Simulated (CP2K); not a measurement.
The system is BN.

```
N B
1.0
     2.56397    0.00000    0.00000
     1.28199    2.22046    0.00000
     1.28199    0.74015    2.09347
N B
1 1
Cartesian
  1.2820 0.7402 0.5234
  0.0000 0.0000 0.0000
```

The cell is a database's computed one.

Base run:

```yaml
Program: CP2K 2026.2
Functional: PBE
Potentials_or_basis: POTENTIAL_UZH N GTH-PBE-q5, B GTH-PBE-q3; TZVP-MOLOPT-PBE-GTH basis
Density_cutoff: 6123 eV
k_mesh: 13 × 13 × 13
Occupations: fermi-dirac, width 0.05 eV
Spin: no spin polarisation
```

Its results: band gap on the k mesh 4.55 eV, indirect (least direct gap 8.74 eV); pressure 0.6 GPa.

Problem. The run is repeated on the same cell with these changes: functional from PBE to PBEsol; ngrids from 5 to 4. What comes out?

Solution. Band gap on the k mesh 4.33 eV, indirect (least direct gap 8.68 eV); pressure -2.6 GPa.

Caveats: the basis of atomic orbitals isn't converged, which shifts pressures, moduli and gaps; the potentials were made for another functional, which shifts forces and pressure (some runs).

A k mesh can miss the band edges.
